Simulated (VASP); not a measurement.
Here is a VASP 6.6.1 calculation.

File INCAR:

```
SYSTEM = BeTe
ALGO     = Normal         ! electronic algorithm
EDIFF    = 1E-7           ! SCF threshold, eV
ENCUT    = 520            ! plane-wave cutoff, eV
GGA      = PE             ! functional
ISIF     = 2              ! what is computed and relaxed
ISMEAR   = 0              ! smearing method
KPAR     = 8            
LASPH    = .True.         ! aspherical terms in the spheres
LCHARG   = .False.        ! write CHGCAR
LREAL    = .False.        ! projectors in reciprocal space
LWAVE    = .False.        ! write WAVECAR
NBANDS   = 11             ! bands
NELM     = 80             ! most SCF steps
PREC     = Accurate       ! precision mode
SIGMA    = 0.03           ! smearing width, eV
```

File KPOINTS:

```
k-points
0
Gamma
  8 8 8
  0 0 0
```

POSCAR

```
BeTe                                    
1.0
    0.0000000000      2.8061350129      2.8061350129
    2.8061350129      0.0000000000      2.8061350129
    2.8061350129      2.8061350129      0.0000000000
  Be              Te            
     1     1
Direct
     0.0000000000000000    0.0000000000000000    0.0000000000000000
     0.2500000000000000    0.2500000000000000    0.2500000000000000
```

Contents of KPOINTS_OPT:

```
explicit points
6
Reciprocal
 0.0000000000  0.0000000000  0.0000000000 1
 0.3750000000  0.3750000000  0.7500000000 1
 0.5000000000  0.5000000000  0.5000000000 1
 0.6250000000  0.2500000000  0.6250000000 1
 0.5000000000  0.2500000000  0.7500000000 1
 0.5000000000  0.0000000000  0.5000000000 1
```

Potentials or basis: VASP PAW PBE potentials, release 64 (Be, Te).

The run is started by

```console
$ cat potpaw_PBE.64/Be/POTCAR potpaw_PBE.64/Te/POTCAR > POTCAR
$ mpirun -np 8 vasp_std > vasp.out
```

Problem. Predict the pressure.

Solution. 1.8 GPa.

Problem. What does it give for the band gap on the k mesh?

Solution. 1.95 eV, indirect (least direct gap 3.60 eV).

Caveat: spin-orbit coupling is left out, which moves the levels of the heavy elements. A hybrid or GW would open this gap; PBE tends to underestimate it.
